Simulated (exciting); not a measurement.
# Pt (P-1) in exciting: notebook

The runs below take Pt through optical spectrum, electric field gradients, real-space fields, with Xalpha+TS, LDA, BP86.

All numbers are computed with exciting (release sodium); they aren't measurements. Logs are shortened: lines on timing, memory, paths and dates and some standing lists are left out, and cuts for length are marked.

### 1 Starting point

The typed cell holds 1 atom: a = 2.743 Å, b = 2.761 Å, c = 2.721 Å, α = 109.34°, β = 109.59°, γ = 109.30°.

This isn't the form of Pt at room conditions, which is fcc.

### 2 Optical spectrum, Xalpha+TS

The input, input.xml:

```xml
<input>
  <title>Pt</title>
  <structure speciespath="./" tshift="false" cartesian="true">
    <crystal scale="5.1843870105">
      <basevect>-0.576707045961 0.577731150761 0.577612067536</basevect>
      <basevect>0.584267861170 -0.575834851552 0.583276583536</basevect>
      <basevect>0.571352474398 0.570480279989 -0.575715768327</basevect>
    </crystal>
    <species speciesfile="Pt.xml" rmt="2.3">
      <atom coord="0.000000000000 0.000000000000 0.000000000000"/>
    </species>
  </structure>
  <groundstate do="fromscratch" ngridk="8 8 8" rgkmax="7.5" gmaxvr="14" lmaxapw="10" lmaxmat="10" lmaxvr="8" xctype="LDA_XALPHA" stype="Methfessel-Paxton 1" swidth="0.00499791" nempty="26" ValenceRelativity="iora*" epsengy="1e-05" epspot="1e-05" maxscl="60" outputlevel="normal" vkloff="0.5 0.5 0.5" findlinentype="Wigner_Seitz"/>
  <properties>
    <TSvdW/>
    <momentummatrix/>
    <dielmat intraband="false" wmax="0.8" wgrid="200" swidth="0.02" tevout="true">
      <epscomp>1 1</epscomp>
      <epscomp>2 2</epscomp>
      <epscomp>3 3</epscomp>
    </dielmat>
  </properties>
</input>
```

Potentials or basis: all-electron LAPW+lo, shipped species files, valence relativity iora*.

The run is started by

```sh
OMP_NUM_THREADS=1 exciting_smp
```

INFO.OUT:

```text
================================================================================
EXCITING SODIUM started
[... 10 lines left out ...]

 Lattice vectors (cartesian) :
     -2.9898725179      2.9951818736      2.9945645000
      3.0290707101     -2.9853507246      3.0239315432
      2.9621123467      2.9575905533     -2.9847333511

 Reciprocal lattice vectors (cartesian) :
     -0.0019365355      1.0537753472      1.0422705853
      1.0419672870      0.0031461713      1.0371878785
      1.0537084208      1.0604337742     -0.0085949625

 Unit cell volume                           :     107.3150782923
 Brillouin zone volume                      :       2.3114199550

 Species :    1 (Pt)
     parameters loaded from                 :    Pt.xml
     name                                   :    platinum
     nuclear charge                         :     -78.00000000
     electronic charge                      :      78.00000000
     atomic mass                            :  355605.43990000
     muffin-tin radius                      :       2.30000000
     # of radial points in muffin-tin       :     450

     atomic positions (cartesian) :
       1 :   0.00000000  0.00000000  0.00000000

 Total number of atoms per unit cell        :       1

 Spin treatment                             :    spin-unpolarised

 Number of Bravais lattice symmetries       :       2
 Number of crystal symmetries               :       2

 k-point grid                               :       8    8    8
 k-point offset :       0.500000  0.500000  0.500000
 Total number of k-points                   :     256
 k-point set is reduced with crystal symmetries

 R^MT_min * |G+k|_max (rgkmax)              :       7.50000000
 Species with R^MT_min                      :       1 (Pt)
 Maximum |G+k| for APW functions            :       3.26086957
 Maximum |G| for potential and density      :      14.00000000

 G-vector grid sizes                        :      24    24    24
 Total number of G-vectors                  :    4975

 Maximum angular momentum used for
     APW functions                          :      10
     computing H and O matrix elements      :      10
     potential and density                  :       8
     inner part of muffin-tin               :       2

 Total nuclear charge                       :     -78.00000000
 Total electronic charge                    :      78.00000000
 Total core charge                          :      48.00000000
 Total valence charge                       :      30.00000000

 Number of empty states                     :      26
 Total number of valence states             :      42

 Maximum Hamiltonian size                   :      94
 Maximum number of plane-waves              :      68
 Total number of local-orbitals             :      26

 Exchange-correlation type                  :       4
     X-alpha approximation, J. C. Slater, Phys. Rev. 81, 385 (1951)

 Smearing scheme                            :    Methfessel-Paxton order 1, Phys. Rev. B 40, 3616 (1989)
 Smearing width                             :       0.00499791

 Using multisecant Broyden potential mixing
[... 16 lines left out ...]
+ SCF iteration number :    1                                                  +
++++++++++++++++++++++++++++++++++++++++++++++++++++++++++++++++++++++++++++++++
 Total energy                               :    -18397.90321283
 _______________________________________________________________
 Fermi energy                               :         0.55786801
 Kinetic energy                             :     21109.31875891
 Coulomb energy                             :    -39169.00221391
 Exchange energy                            :      -338.21975783
 Correlation energy                         :         0.00000000

 DOS at Fermi energy (states/Ha/cell)       :        26.73279949

 Electron charges :
     core                                   :        48.00000000
     core leakage                           :         0.00228620
     valence                                :        30.00000000
     interstitial                           :         2.59259021
     charge in muffin-tin spheres :
                  atom     1    Pt          :        75.40740979
     total charge in muffin-tins            :        75.40740979
     total charge                           :        78.00000000

++++++++++++++++++++++++++++++++++++++++++++++++++++++++++++++++++++++++++++++++
+ SCF iteration number :    2                                                  +
++++++++++++++++++++++++++++++++++++++++++++++++++++++++++++++++++++++++++++++++
 Total energy                               :    -18417.42066297
 _______________________________________________________________
 Fermi energy                               :         0.52324845
 Kinetic energy                             :     21097.74162555
 Coulomb energy                             :    -39176.60835707
 Exchange energy                            :      -338.55393144
 Correlation energy                         :         0.00000000

 DOS at Fermi energy (states/Ha/cell)       :        23.99655271

 Electron charges :
     core                                   :        48.00000000
     core leakage                           :         0.00215724
     valence                                :        30.00000000
     interstitial                           :         2.42855266
     charge in muffin-tin spheres :
                  atom     1    Pt          :        75.57144734
     total charge in muffin-tins            :        75.57144734
     total charge                           :        78.00000000

 RMS change in effective potential (target) :  0.864109E-01  ( 0.100000E-04)
 Absolute change in total energy   (target) :   19.5175      ( 0.100000E-04)
 Charge distance                   (target) :  0.569274E-02  ( 0.100000E-04)

++++++++++++++++++++++++++++++++++++++++++++++++++++++++++++++++++++++++++++++++
+ SCF iteration number :    3                                                  +
++++++++++++++++++++++++++++++++++++++++++++++++++++++++++++++++++++++++++++++++
 Total energy                               :    -18424.27843272
 _______________________________________________________________
 Fermi energy                               :         0.50261122
 Kinetic energy                             :     21093.08470726
 Coulomb energy                             :    -39178.70268852
 Exchange energy                            :      -338.66045145
 Correlation energy                         :         0.00000000

 DOS at Fermi energy (states/Ha/cell)       :        27.33551427

 Electron charges :
     core                                   :        48.00000000
     core leakage                           :         0.00211012
     valence                                :        30.00000000
     interstitial                           :         2.35952010
     charge in muffin-tin spheres :
                  atom     1    Pt          :        75.64047990
     total charge in muffin-tins            :        75.64047990
     total charge                           :        78.00000000
[... 302 lines left out ...]
++++++++++++++++++++++++++++++++++++++++++++++++++++++++++++++++++++++++++++++++
+ SCF iteration number :   15                                                  +
++++++++++++++++++++++++++++++++++++++++++++++++++++++++++++++++++++++++++++++++
 Total energy                               :    -18428.26775142
 _______________________________________________________________
 Fermi energy                               :         0.46780099
 Kinetic energy                             :     21089.47889241
 Coulomb energy                             :    -39179.05331688
 Exchange energy                            :      -338.69332695
 Correlation energy                         :         0.00000000

 DOS at Fermi energy (states/Ha/cell)       :        31.47382281

 Electron charges :
     core                                   :        48.00000000
     core leakage                           :         0.00209202
     valence                                :        30.00000000
     interstitial                           :         2.32218156
     charge in muffin-tin spheres :
                  atom     1    Pt          :        75.67781844
     total charge in muffin-tins            :        75.67781844
     total charge                           :        78.00000000

 RMS change in effective potential (target) :  0.846907E-08  ( 0.100000E-04)
 Absolute change in total energy   (target) :  0.275264E-05  ( 0.100000E-04)
 Charge distance                   (target) :  0.709512E-08  ( 0.100000E-04)

++++++++++++++++++++++++++++++++++++++++++++++++++++++++++++++++++++++++++++++++
+ SCF iteration number :   16                                                  +
++++++++++++++++++++++++++++++++++++++++++++++++++++++++++++++++++++++++++++++++
 Total energy                               :    -18428.26774919
 _______________________________________________________________
 Fermi energy                               :         0.46780099
 Kinetic energy                             :     21089.47889376
 Coulomb energy                             :    -39179.05331607
 Exchange energy                            :      -338.69332689
 Correlation energy                         :         0.00000000

 DOS at Fermi energy (states/Ha/cell)       :        31.47381363

 Electron charges :
     core                                   :        48.00000000
     core leakage                           :         0.00209202
     valence                                :        30.00000000
     interstitial                           :         2.32218161
     charge in muffin-tin spheres :
                  atom     1    Pt          :        75.67781839
     total charge in muffin-tins            :        75.67781839
     total charge                           :        78.00000000

 RMS change in effective potential (target) :  0.129279E-07  ( 0.100000E-04)
 Absolute change in total energy   (target) :  0.222577E-05  ( 0.100000E-04)
 Charge distance                   (target) :  0.172571E-08  ( 0.100000E-04)

++++++++++++++++++++++++++++++++++++++++++++++++++++++++++++++++++++++++++++++++
| Convergency criteria checked for the last 2 iterations                       +
| Convergence targets achieved. Performing final SCF iteration                 +
++++++++++++++++++++++++++++++++++++++++++++++++++++++++++++++++++++++++++++++++
 Total energy                               :    -18428.26775169
 _______________________________________________________________
 Fermi energy                               :         0.46780098
 Kinetic energy                             :     21089.47889293
 Coulomb energy                             :    -39179.05331767
 Exchange energy                            :      -338.69332695
 Correlation energy                         :         0.00000000

 DOS at Fermi energy (states/Ha/cell)       :        31.47381094

 Electron charges :
     core                                   :        48.00000000
     core leakage                           :         0.00209202
     valence                                :        30.00000000
     interstitial                           :         2.32218161
     charge in muffin-tin spheres :
                  atom     1    Pt          :        75.67781839
     total charge in muffin-tins            :        75.67781839
     total charge                           :        78.00000000

++++++++++++++++++++++++++++++++++++++++++++++++++++++++++++++++++++++++++++++++
[... 12 lines left out ...]
| EXCITING SODIUM stopped                                                      =
================================================================================
```

Wall time 94 s (1 thread of Arm Neoverse V1, shared host); peak memory 0.43 GiB.

What came out:

| Item | Value |
| --- | --- |
| All electrons inside the program's atomic spheres | Pt 75.68 (radii Pt 2.3 bohr) |
| Dispersion energy per atom | -0.473 eV |
| Density of states at the Fermi level | 1.16 states/eV per cell |

Dielectric function (mean over the directions given):
```csv
energy (eV),real part,imaginary part
0.33,39.66,39.18
0.76,8.28,24.78
1.31,7.56,13.05
1.74,7.30,12.81
2.29,4.32,11.16
2.83,2.59,9.03
3.27,2.05,7.05
3.81,2.88,5.48
4.25,3.37,5.36
4.79,2.91,5.35
5.33,2.99,4.69
5.77,2.93,4.60
6.31,3.24,4.17
6.75,3.79,4.72
7.29,2.61,5.74
7.84,1.82,4.78
8.27,1.88,4.77
8.82,1.26,4.49
9.36,1.18,4.02
9.80,0.86,3.93
10.34,0.72,3.11
10.78,1.04,2.80
11.32,1.35,2.76
11.86,1.38,2.85
12.30,1.23,2.94
12.84,0.90,2.45
13.28,1.33,2.04
13.82,1.90,2.26
14.37,2.04,2.82
14.80,1.64,3.35
15.35,0.82,3.00
15.89,0.97,2.44
16.33,1.23,2.43
16.87,1.28,2.71
17.31,1.01,2.82
17.85,0.83,2.66
18.39,0.68,2.64
18.83,0.54,2.42
19.37,0.66,2.29
19.92,0.65,2.28
```

Caveat: the dispersion energy is computed afterwards and isn't part of the total energy; the intraband (Drude) term of the metal is left out; spectra need much finer meshes, so this one isn't converged; independent-particle spectra lack excitons. Spin-orbit coupling is left out, which matters for the levels of Pt.

(Part 1 of 2 ends here.)
